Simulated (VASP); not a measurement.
# GaSb (F-43m) in VASP: notebook

One crystal, GaSb, is run at these levels: PBE; tasks: relaxation of cell and atoms.

Everything below comes from runs of VASP 6.6.1. Logs are shortened: lines on timing, memory, paths and dates and some standing lists are left out, and cuts for length are marked.

## (1) The crystal as given

It takes space group F-43m (No. 216, cubic). The conventional cell has a = 6.118 Å, b = 6.118 Å, c = 6.118 Å, α = 90.00°, β = 90.00°, γ = 90.00°. Ga (site symmetry -43m) is surrounded by 4 Sb at 2.65 Å. Sb (site symmetry -43m) has 4 Ga at 2.65 Å as nearest neighbours.

## (2) Relaxation of cell and atoms, PBE

The input, INCAR:

```
SYSTEM = GaSb
PREC = Accurate ; ENCUT = 520
EDIFF = 1E-7 ; ISMEAR = 0
SIGMA = 0.02 ; LREAL = .False.
LASPH = .True. ; NELM = 60
ALGO = Fast ; ISIF = 3
LWAVE = .False. ; LCHARG = .False.
GGA = PE ; IBRION = 2
NSW = 80 ; EDIFFG = -0.002
AMIX = 0.2
```

The input, KPOINTS:

```
regular mesh
0
Gamma
  10 10 10
  0 0 0
```

The input, POSCAR:

```
GaSb
1.0
    0.0000000000      3.0590000000      3.0590000000
    3.0590000000      0.0000000000      3.0590000000
    3.0590000000      3.0590000000      0.0000000000
Ga Sb
1 1
Direct
    0.0000000000      0.0000000000      0.0000000000
    0.2500000000      0.2500000000      0.2500000000
```

Potentials or basis: VASP PAW PBE potentials, release 64 (Ga_d, Sb).

Run with:

```bash
> cat potpaw_PBE.64/Ga_d/POTCAR potpaw_PBE.64/Sb/POTCAR > POTCAR
> mpirun -np 1 vasp_std > vasp.out
```

OUTCAR:

```text
SYSTEM = GaSb
   PREC = Accurate
   ENCUT = 520
   EDIFF = 1E-7
   ISMEAR = 0
   LREAL = .False.
   LASPH = .True.
   NELM = 60
   ISIF = 3
   GGA = PE
   IBRION = 2
   NSW = 80
   EDIFFG = -0.002
   AMIX = 0.2

 ion  position               nearest neighbor table
   1  0.000  0.000  0.000-   2 2.65   2 2.65   2 2.65   2 2.65
   2  0.250  0.250  0.250-   1 2.65   1 2.65   1 2.65   1 2.65

  LATTYP: Found a face centered cubic cell.
 ALAT       =     6.1180000000

  Lattice vectors:

 A1 = (   0.0000000000,   3.0590000000,   3.0590000000)
 A2 = (   3.0590000000,   0.0000000000,   3.0590000000)
 A3 = (   3.0590000000,   3.0590000000,   0.0000000000)

Analysis of symmetry for initial positions (statically):
=====================================================================
 Subroutine PRICEL returns:
 Original cell was already a primitive cell.

 Routine SETGRP: Setting up the symmetry group for a
 face centered cubic supercell.

 Subroutine GETGRP returns: Found 24 space group operations
 (whereof 24 operations were pure point group operations)
 out of a pool of 48 trial point group operations.

The static configuration has the point symmetry T_d .

Analysis of symmetry for dynamics (positions and initial velocities):
=====================================================================
 Subroutine PRICEL returns:
 Original cell was already a primitive cell.

 Routine SETGRP: Setting up the symmetry group for a
 face centered cubic supercell.

 Subroutine GETGRP returns: Found 24 space group operations
 (whereof 24 operations were pure point group operations)
 out of a pool of 48 trial point group operations.

The dynamic configuration has the point symmetry T_d .

 Subroutine INISYM returns: Found 24 space group operations
 (whereof 24 operations are pure point group operations),
 and found     1 'primitive' translations

----------------------------------------------------------------------------------------

                                     Primitive cell

  volume of cell :      57.2491

  direct lattice vectors                    reciprocal lattice vectors
     0.000000000  3.059000000  3.059000000    -0.163452109  0.163452109  0.163452109
     3.059000000  0.000000000  3.059000000     0.163452109 -0.163452109  0.163452109
     3.059000000  3.059000000  0.000000000     0.163452109  0.163452109 -0.163452109

  length of vectors
     4.326079287  4.326079287  4.326079287     0.283107357  0.283107357  0.283107357

  position of ions in fractional coordinates (direct lattice)
     0.000000000  0.000000000  0.000000000
     0.250000000  0.250000000  0.250000000

  ion indices of the primitive-cell ions
   primitive index   ion index
                 1           1
                 2           2

----------------------------------------------------------------------------------------

 KPOINTS: regular mesh

Automatic generation of k-mesh.
 Grid dimensions read from file:
 generate k-points for:   10   10   10

 Generating k-lattice:

  Cartesian coordinates                     Fractional coordinates (reciprocal lattice)
    -0.016345211  0.016345211  0.016345211     0.100000000  0.000000000  0.000000000
     0.016345211 -0.016345211  0.016345211     0.000000000  0.100000000  0.000000000
     0.016345211  0.016345211 -0.016345211     0.000000000  0.000000000  0.100000000

  Length of vectors
     0.028310736  0.028310736  0.028310736

  Shift w.r.t. Gamma in fractional coordinates (k-lattice)
     0.000000000  0.000000000  0.000000000

 Subroutine IBZKPT returns following result:
 ===========================================

 Found     47 irreducible k-points:

 Following reciprocal coordinates:
            Coordinates               Weight
  0.000000  0.000000  0.000000      1.000000
  0.100000  0.000000  0.000000      8.000000
  0.200000  0.000000  0.000000      8.000000
  0.300000  0.000000  0.000000      8.000000
  0.400000  0.000000  0.000000      8.000000
  0.500000  0.000000  0.000000      4.000000
[... 16 lines left out ...]
  0.300000  0.300000  0.000000      6.000000
  0.400000  0.300000  0.000000     24.000000
 [... further k-points ...]
   k-points           NKPTS =     47   k-points in BZ     NKDIM =     47   number of bands    NBANDS=     13
   number of dos      NEDOS =    301   number of ions     NIONS =      2
   total plane-waves  NPLWV =  32768
   dimension x,y,z NGX =    32 NGY =   32 NGZ =   32
   dimension x,y,z NGXF=    64 NGYF=   64 NGZF=   64
   ions per type =               1   1
   NGX,Y,Z   is equivalent  to a cutoff of  12.30, 12.30, 12.30 a.u.
   NGXF,Y,Z  is equivalent  to a cutoff of  24.59, 24.59, 24.59 a.u.
 SYSTEM =  GaSb
   PREC   = accura    normal or accurate (medium, high low for compatibility)
   ISTART =      0    job   : 0-new  1-cont  2-samecut
   ICHARG =      2    charge: 1-file 2-atom 10-const
   ISPIN  =      1    spin polarized calculation?
   LNONCOLLINEAR =      F non collinear calculations
   LSORBIT =      F    spin-orbit coupling
   LASPH  =      T    aspherical Exc in radial PAW
   ENCUT  =  520.0 eV  38.22 Ry    6.18 a.u.   8.04  8.04  8.04*2*pi/ulx,y,z
   NELM   =     60;   NELMIN=  2; NELMDL= -5     # of ELM steps
   EDIFF  = 0.1E-06   stopping-criterion for ELM
   LREAL  =      F    real-space projection
   EDIFFG = -.2E-02   stopping-criterion for IOM
   NSW    =     80    number of steps for IOM
   IBRION =      2    ionic relax: 0-MD 1-quasi-New 2-CG
   NFREE  =      1    steps in history (QN), initial steepest desc. (CG)
   ISIF   =      3    stress and relaxation
   ISYM   =      2    0-nonsym 1-usesym 2-fastsym
   POTIM  = 0.5000    time-step for ionic-motion
   TEBEG  =    0.0;   TEEND  =   0.0 temperature during run
   PSTRESS=    0.0 pullay stress
   NELECT =      18.0000    total number of electrons
   NUPDOWN=      -1.0000    fix difference up-down
   EMIN   =  10.00;   EMAX   =-10.00  energy-range for DOS
   EFERMI =   0.00;   METHOD = LEGACY
   ISMEAR =     0;   SIGMA  =   0.02  broadening in eV -4-tet -1-fermi 0-gaus
   EFERMI_NEDOS =   21; number of points for ismear=-14 and -15
   IALGO  =     68    algorithm
   IMIX   =      4    mixing-type and parameters
     AMIX     =   0.20;   BMIX     =  1.00
     AMIX_MAG =   0.80;   BMIX_MAG =  1.00
  volume/ion in A,a.u.               =      28.62       193.17
  Fermi-wavevector in a.u.,A,eV,Ry     =   1.113208  2.103657 16.860766  1.239231
  Thomas-Fermi vector in A             =   2.249790
   LORBIT       =      0    0 simple, 1 ext, 2 COOP (PROOUT), +10 PAW based schemes
   GGA     = PE    functional components
   LHFCALC =     F    Hartree Fock is set to
   AEXX    =    0.0000 exact exchange contribution
   IVDW    =     0    specifies the selected vdW correction
   LEPSILON=     F    determine dielectric tensor
   LRPA    =     F    only Hartree local field effects (RPA)
 conjugate gradient relaxation of ions
 non-spin polarized calculation
 RMM-DIIS sequential band-by-band and
 Gauss-broadening in eV      SIGMA  =   0.02
  energy-cutoff  :      520.00
  volume of cell :       57.25
 maximum number of plane-waves:      1572
   NGX = 17   NGY = 17   NGZ = 17

--------------------------------------- Ionic step        1  -------------------------------------------

 number of electron      17.9999986 magnetization

 Free energy of the ion-electron system (eV)
  ---------------------------------------------------
  ext. energy  EPLUGINS =         0.00000000
  ---------------------------------------------------
  free energy    TOTEN  =        -7.35120141 eV

  energy without entropy =       -7.35118491  energy(sigma->0) =       -7.35119316

 E-fermi :   4.8922     XC(G=0):  -9.0893

 val. band max:        4.8696146894   @ k =   0.0000   0.0000   0.0000
 cond. band min:       4.9059341197   @ k =   0.0000   0.0000   0.0000
 fundamental gap:      0.0363194303
 Fermi energy:         4.8921913106

 k-point     1 :       0.0000    0.0000    0.0000
  band No.  band energies     occupation
      1     -10.1645      2.00000
      2     -10.1645      2.00000
      3     -10.1645      2.00000
      4     -10.1148      2.00000
      5     -10.1148      2.00000
      6      -6.6067      2.00000
      7       4.8696      1.88963
      8       4.8696      1.88960
      9       4.8696      1.88960
     10       4.9059      0.33117
     11       7.6459      0.00000
     12       7.6459      0.00000
     13       7.6459      0.00000

 k-point     2 :       0.1000    0.0000    0.0000
  band No.  band energies     occupation
      1     -10.1672      2.00000
      2     -10.1633      2.00000
      3     -10.1633      2.00000
      4     -10.1150      2.00000
      5     -10.1150      2.00000
      6      -6.5039      2.00000
      7       3.2832      2.00000
      8       4.6977      2.00000
      9       4.6977      2.00000
     10       5.8455      0.00000
     11       7.8814      0.00000
[... 412 lines left out ...]
 POSITION                                       TOTAL-FORCE (eV/Angst)
 -----------------------------------------------------------------------------------
      6.24345      3.12173      3.12173         0.000000      0.000000      0.000000
      1.56086      1.56086      1.56086        -0.000000     -0.000000     -0.000000
 -----------------------------------------------------------------------------------
    total drift:                                0.000002      0.000002      0.000002

  FREE ENERGIE OF THE ION-ELECTRON SYSTEM (eV)
  ---------------------------------------------------
  free  energy   TOTEN  =        -7.3701714484 eV

  energy  without entropy=       -7.3701405960  energy(sigma->0) =       -7.37015602

--------------------------------------- Ionic step        3  -------------------------------------------

 number of electron      18.0000015 magnetization

 Free energy of the ion-electron system (eV)
  ---------------------------------------------------
  ext. energy  EPLUGINS =         0.00000000
  ---------------------------------------------------
  free energy    TOTEN  =        -7.37154014 eV

  energy without entropy =       -7.37150929  energy(sigma->0) =       -7.37152471

 E-fermi :   4.3936     XC(G=0):  -8.8793

 val. band max:        4.3874621446   @ k =   0.0000   0.0000   0.0000
 cond. band min:       4.6945148775   @ k =   0.5000   0.0000   0.0000
 fundamental gap:      0.3070527329
 Fermi energy:         4.3935532407

 k-point     1 :       0.0000    0.0000    0.0000
  band No.  band energies     occupation
      1     -10.5579      2.00000
      2     -10.5579      2.00000
      3     -10.5579      2.00000
      4     -10.5152      2.00000
      5     -10.5152      2.00000
      6      -6.7627      2.00000
      7       4.0862      2.00000
      8       4.3875      1.33336
      9       4.3875      1.33332
     10       4.3875      1.33332
     11       7.1757      0.00000
     12       7.1757      0.00000
     13       7.1757      0.00000

 k-point     2 :       0.1000    0.0000    0.0000
  band No.  band energies     occupation
      1     -10.5601      2.00000
      2     -10.5569      2.00000
      3     -10.5569      2.00000
      4     -10.5153      2.00000
      5     -10.5153      2.00000
      6      -6.6660      2.00000
      7       2.7266      2.00000
      8       4.2299      2.00000
      9       4.2299      2.00000
     10       5.1779      0.00000
     11       7.3953      0.00000
[... 376 lines left out ...]
 POSITION                                       TOTAL-FORCE (eV/Angst)
 -----------------------------------------------------------------------------------
      0.00000      0.00000      0.00000         0.000000     -0.000000      0.000000
      1.55438      1.55438      1.55438        -0.000000      0.000000     -0.000000
 -----------------------------------------------------------------------------------
    total drift:                                0.000002      0.000002      0.000002

  FREE ENERGIE OF THE ION-ELECTRON SYSTEM (eV)
  ---------------------------------------------------
  free  energy   TOTEN  =        -7.3715401396 eV

  energy  without entropy=       -7.3715092871  energy(sigma->0) =       -7.37152471

 reached required accuracy - stopping structural energy minimisation
```

It took 59 s on 1 thread of Intel Xeon Platinum 8375C at 2.90GHz (Ice Lake), shared host; peak memory 0.21 GiB.

What came out:

```
Free energy                            : -7.3715 eV
Relaxed volume                         : 30.04 Å³/atom
Relaxed cell                           : a = 4.396 Å, b = 4.396 Å, c = 4.396 Å, α = 60.00°, β = 60.00°, γ = 60.00°
Space group after relaxing (to 0.05 Å) : F-43m (No. 216)
Energy gained by relaxing              : 10.2 meV/atom
Ionic steps                            : 3
Pressure after relaxing                : 0.0 GPa
Band gap on the k mesh                 : none (metal or under the smearing width)
```

Step by step:
```csv
step,energy change (eV),largest force (eV/Å),pressure (GPa),volume (Å³)
1,0.0000,0.0000,2.38,57.25
2,-0.0190,0.0000,-0.53,60.84
3,-0.0203,0.0000,-0.01,60.09
```

Final structure:
```cif
data_structure
_symmetry_space_group_name_H-M 'P 1'
_symmetry_Int_Tables_number 1
_cell_length_a 4.3965
_cell_length_b 4.3965
_cell_length_c 4.3965
_cell_angle_alpha 60.000
_cell_angle_beta 60.000
_cell_angle_gamma 60.000
_cell_volume 60.09
loop_
_atom_site_label
_atom_site_type_symbol
_atom_site_fract_x
_atom_site_fract_y
_atom_site_fract_z
_atom_site_occupancy
Ga1 Ga 0.00000 0.00000 0.00000 1
Sb1 Sb 0.25000 0.25000 0.25000 1
```

Caveat: this crystal is a semiconductor, whose small gap the functional closes, so the metal is an error of the method. Zero-point motion and thermal expansion aren't in these numbers.

## (3) Relaxation of cell and atoms, PBE

This run uses another cell than the first one, of 30.04 Å³/atom, 1.050 times its volume.

INCAR is that of step 2.

KPOINTS is that of step 2.

The input, POSCAR:

```
GaSb                                    
1.0
    0.0000000000      3.1087672354      3.1087672354
    3.1087672354      0.0000000000      3.1087672354
    3.1087672354      3.1087672354     -0.0000000000
  Ga              Sb            
     1     1
Direct
     0.0000000000000000    0.0000000000000000    0.0000000000000000
     0.2500000000000000    0.2500000000000000    0.2500000000000000
```

Potentials or basis: VASP PAW PBE potentials, release 64 (Ga_d, Sb).

Run with:

```bash
> cat potpaw_PBE.64/Ga_d/POTCAR potpaw_PBE.64/Sb/POTCAR > POTCAR
> mpirun -np 1 vasp_std > vasp.out
```

Run time: 76 s. Hardware: 1 thread of Intel Xeon Platinum 8375C at 2.90GHz (Ice Lake), shared host; peak memory 0.23 GiB.

Results (log left out):

- Free energy: -7.3716 eV
- Relaxed volume: 30.04 Å³/atom
- Relaxed cell: a = 4.396 Å, b = 4.396 Å, c = 4.396 Å, α = 60.00°, β = 60.00°, γ = 60.00°
- Space group after relaxing (to 0.05 Å): F-43m (No. 216)
- Energy gained by relaxing: 0.0 meV/atom
- Ionic steps: 3
- Pressure after relaxing: 0.0 GPa
- Band gap on the k mesh: none (metal or under the smearing width)

Final structure:
```
Ga Sb
1.0
     0.00000    3.10860    3.10860
     3.10860    0.00000    3.10860
     3.10860    3.10860    0.00000
Ga Sb
1 1
Cartesian
  0.0000 0.0000 0.0000
  1.5543 1.5543 1.5543
```

Levels at points of the mesh, in eV from the Fermi level:
```tsv
k point	band 6	band 7	band 8	band 9	band 10	band 11	band 12	band 13
(0.00, 0.00, 0.00)	-11.16	-0.31	-0.01	-0.01	-0.01	2.78	2.78	2.78
(0.50, 0.00, 0.00)	-9.65	-6.14	-1.08	-1.08	0.30	3.74	3.74	6.49
(0.50, 0.50, 0.00)	-8.89	-6.60	-2.42	-2.42	0.95	1.34	8.36	8.36
```

Caveat: this crystal is a semiconductor, whose small gap the functional closes, so the metal is an error of the method.
